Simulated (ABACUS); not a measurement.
A run of ABACUS 3.10.1:

INPUT

```
INPUT_PARAMETERS
suffix              Ag
calculation         cell-relax
basis_type          pw
pseudo_dir          ./
latname             fcc
symmetry            1
dft_functional      GGA_X_PW91+GGA_C_PW91
ecutwfc             55
pseudo_rcut         10
nspin               1
nbands              14
ks_solver           dav
smearing_method     fd
smearing_sigma      0.00367493
scf_thr             1e-08
scf_nmax            100
mixing_type         broyden
mixing_beta         0.7
cal_force           1
cal_stress          1
ecutrho             440
relax_nmax          60
force_thr_ev        0.02
relax_method        cg
out_stru            1
stress_thr          0.5
kpar                4
```

The input STRU:

```
ATOMIC_SPECIES
Ag 107.8682 Ag_ONCV_PBE-1.0.oncvpsp.upf

LATTICE_CONSTANT
7.7204760822

ATOMIC_POSITIONS
Direct

Ag
0.0
1
0.0000000000 0.0000000000 0.0000000000 1 1 1
```

KPT

```
K_POINTS
0
Gamma
9 9 9 0 0 0
```

Potentials or basis: SSSP 1.3 efficiency PBE, plane waves.

Run with:

```console
$ OMP_NUM_THREADS=1 mpirun -np 4 abacus > log
```

Hardware: 4 MPI ranks on Intel(R) Xeon(R) Platinum 8259CL CPU @ 2.50GHz (Skylake/Cascade Lake) (shared host).

Estimate the wall time of this run.

Wall time 5.7 s on 4 MPI ranks on Intel(R) Xeon(R) Platinum 8259CL CPU @ 2.50GHz (Skylake/Cascade Lake), with other jobs on the host, peak memory 0.36 GiB a rank. Counts: scf iterations 18, k points 35, bands 14, ion steps 3, ranks 4.
